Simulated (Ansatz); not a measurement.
## Migration: a Hg vacancy in zincblende HgS, 63 atoms, charge −2

The calculation used DFT, PBEsol, PAW, plane waves in Ansatz.

Command:

```sh
ansatz run in.yaml --threads 8 --pin off --max-ram 118750MiB --runs-dir r --events-out ev --progress --plain --backend cuda --devices 0, --max-vram 170GiB
```

The input less its lattice and atoms:

```yaml
crystal:
  symmetry: { detect: false }
kpoints:
  mp_grid: { grid: [1, 1, 1], shift: [0.25, 0.25, 0.25] }
hamiltonian:
  xc: pbesol
total_charge: -2
scf:
  occupations: { method: fermi_dirac, width: 0.01 }
neb:
  images: 5
  f_tol: 0.06
  max_iterations: 90
  relax_end_points: true
```

First end, relaxed:

```xyz
63
Lattice="11.7541 0.0000 0.0000 0.0000 11.7541 0.0000 0.0000 0.0000 11.7541" Properties=species:S:1:pos:R:3 pbc="T T T"
Hg    0.0083    0.0082    0.0008
Hg   11.7506    0.0001    5.8876
Hg   11.7487    5.8828    0.0002
Hg    0.0210    5.8805    5.8813
Hg    5.8845   11.7429   11.7522
Hg    5.8901    0.0107    5.8789
Hg    5.8849    5.8883    0.0091
Hg    2.9663    2.9675    0.0180
Hg    3.0288    3.0190    5.9862
Hg    2.9616    8.8079    0.0036
Hg    3.0361    8.7435    5.8071
Hg    8.7992    2.9629    0.0041
Hg    8.7346    3.0448    5.8079
Hg    8.7960    8.7996    0.0153
Hg    8.7051    8.7000    5.9910
Hg    2.9613    0.0246    2.9670
Hg    2.9662    0.0056    8.8039
Hg    3.0231    5.9865    3.0218
Hg    3.0409    5.8098    8.7446
Hg    8.8106    0.0022    2.9674
Hg    8.7980    0.0160    8.7990
Hg    8.7447    5.8022    3.0465
Hg    8.7040    5.9957    8.7050
Hg    0.0100    2.9702    2.9720
Hg   11.7482    2.9779    8.8098
Hg   11.7505    8.8137    2.9706
Hg   11.7519    8.8058    8.8043
Hg    5.9809    3.0300    3.0226
Hg    5.7932    3.0480    8.7520
Hg    5.7966    8.7456    3.0456
Hg    5.9860    8.7125    8.7029
S     1.4618    1.4718    1.4689
S     1.4650    1.4750    7.3370
S     1.4645    7.3358    1.4720
S     1.4820    7.3464    7.3459
S     7.3283    1.4688    1.4726
S     7.3344    1.4919    7.3455
S     7.3384    7.3434    1.4927
S     7.1392    7.1456    7.1458
S     4.4072    4.4127    1.4902
S     4.5352    4.5417    7.2224
S     4.4103   10.2727    1.4811
S     4.4072   10.2702    7.3415
S    10.2661    4.4156    1.4786
S    10.2627    4.4140    7.3418
S    10.2752   10.2790    1.4606
S    10.2447   10.2528    7.3178
S     4.4093    1.4928    4.4091
S     4.4139    1.4772   10.2752
S     4.5336    7.2222    4.5416
S     4.4078    7.3485   10.2670
S    10.2660    1.4817    4.4205
S    10.2733    1.4661   10.2760
S    10.2668    7.3436    4.4108
S    10.2468    7.3193   10.2537
S     1.4947    4.4072    4.4084
S     1.4782    4.4185   10.2727
S     1.4763   10.2750    4.4173
S     1.4625   10.2766   10.2733
S     7.2154    4.5424    4.5402
S     7.3436    4.4111   10.2663
S     7.3454   10.2645    4.4078
S     7.3197   10.2507   10.2497
```

The last end differs by the jump below and was relaxed too.

Atom 15 (Hg) jumps. The converged band:

```csv
image,path length (Å),energy (eV),x of the mover (Å),y (Å),z (Å)
0,0.00,0.000,8.705,8.700,5.991
1,0.91,0.160,8.551,8.320,5.782
2,1.82,0.624,8.309,7.907,5.579
3,2.73,0.927,7.769,7.334,5.413
4,3.71,0.551,7.144,6.722,5.608
5,4.69,0.121,6.463,6.288,5.771
6,5.67,0.000,5.961,5.964,5.989
```

Highest image (3):

```xyz
63
Lattice="11.7541 0.0000 0.0000 0.0000 11.7541 0.0000 0.0000 0.0000 11.7541" Properties=species:S:1:pos:R:3 pbc="T T T"
Hg    0.0016    0.0135   11.7474
Hg   11.6805   11.7262    6.0653
Hg    0.1450    5.9925   11.7232
Hg   11.6602    5.9650    5.8552
Hg    5.9940    0.0941    0.0189
Hg    6.0128   11.6335    5.8540
Hg    5.8893    5.9162   11.7458
Hg    2.9547    2.9444    0.0616
Hg    3.0044    3.0137    5.9872
Hg    2.8461    8.8054    0.0458
Hg    3.0041    8.6923    5.8027
Hg    8.7634    2.7865    0.0067
Hg    8.7101    3.0511    5.8258
Hg    8.7894    8.8160   11.7216
Hg    7.7688    7.3344    5.4127
Hg    2.9526    0.0230    3.0372
Hg    2.9297    0.0041    8.8482
Hg    3.0461    5.9533    3.1174
Hg    2.9740    5.7725    8.6483
Hg    8.7814   11.6578    3.1083
Hg    8.8533   11.5970    8.6714
Hg    8.9299    5.6532    2.6166
Hg    8.7117    5.7913    8.8995
Hg    0.0132    2.9238    3.0263
Hg   11.7126    2.9692    8.8562
Hg   11.6498    8.9096    3.0488
Hg   11.5866    8.9104    8.7074
Hg    5.8690    3.1246    3.1260
Hg    5.7335    2.9797    8.6899
Hg    5.7021    8.9141    2.8919
Hg    5.6864    8.7681    8.8309
S     1.4638    1.4446    1.4858
S     1.4621    1.4985    7.3574
S     1.4574    7.3645    1.6132
S     1.4290    7.3531    7.3280
S     7.3195    1.4980    1.6350
S     7.3355    1.4750    7.3192
S     7.3339    7.3493    1.4573
S     7.7454    7.8089    7.7841
S     4.3908    4.4441    1.5032
S     4.5535    4.5497    7.1809
S     4.3487   10.3608    1.3867
S     4.3511   10.2929    7.3212
S    10.4307    4.2606    1.2693
S    10.2430    4.4225    7.3652
S    10.2369   10.3084    1.4631
S    10.1149   10.1204    7.1078
S     4.4500    1.4702    4.4648
S     4.4054    1.4812   10.2918
S     4.6264    7.2991    4.5098
S     4.2829    7.2913   10.3023
S    10.2523    1.4819    4.4543
S    10.2341    1.3863   10.2142
S    10.1361    7.2413    4.2851
S    10.3134    7.3368   10.3043
S     1.4597    4.4222    4.4444
S     1.5092    4.4002   10.2650
S     1.4611   10.2919    4.4635
S     1.4062   10.2453   10.2432
S     7.3904    4.6944    4.4301
S     7.2741    4.2986   10.3141
S     7.3679   10.0555    4.4493
S     7.3014   10.3071   10.2761
```

Q: What are the barriers forward and back?

A: 0.927 eV forward and 0.927 eV back, at the single k point (¼, ¼, ¼) without its symmetry partners and without charge corrections. The one k point singles out an axis, so the ends can be distorted along it and jumps that symmetry makes equal can differ. At the first end the four neighbours lie 2.19, 2.32, 2.32, 2.32 Å from the vacant site; one stands apart, as that axis makes it, so a match with measurement can be chance. The highest image climbed; that it is a first-order saddle isn't proved.

Time: 45 s of wall time on one NVIDIA GB200 with 8 processor threads, on a host shared with other runs; peak host memory 3.1 GiB.
